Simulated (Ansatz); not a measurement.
**KCl: levels along high-symmetry lines**

```yaml
crystal:
  lattice:
    - [0.00000, 3.15610, 3.15610]
    - [3.15610, 0.00000, 3.15610]
    - [3.15610, 3.15610, 0.00000]
  atoms:
    - { symbol: K, position: [0.00000, 0.00000, 0.00000] }
    - { symbol: Cl, position: [0.50000, 0.50000, 0.50000] }
```

Atoms are numbered in the order listed.

The structure is an experimental refinement, used without relaxation.

These are results of Ansatz 0.2.0, DFT, PBE, all-electron LAPW, scalar-relativistic, not measurements.

Settings: a Γ-centred 7×7×7 k mesh, Fermi–Dirac smearing of 0.03 eV, basis error target 0.5 meV/atom, no spin polarisation.

Points in fractions of the reciprocal vectors of this cell: Γ (0, 0, 0), X (0.5, 0, 0.5), U (0.625, 0.25, 0.625), K (0.375, 0.375, 0.75), L (0.5, 0.5, 0.5), W (0.5, 0.25, 0.75). The path joins them by straight lines in the order Γ–X–U–K–Γ–L–W–X; legs that retrace an earlier one aren't tabulated. Energies are in eV from the top of the valence band.

(1) List the levels at K between -8 and 6 eV.

(2) List the levels at W between -8 and 6 eV.

(3) List the levels at Γ between -8 and 6 eV.

(4) What is the band gap?

Answers

(1) -0.56, -0.54, -0.28.

(2) -0.48, -0.47 (×2).

(3) 0.00 (×3), 5.16.

(4) 5.16 eV, direct at Γ.
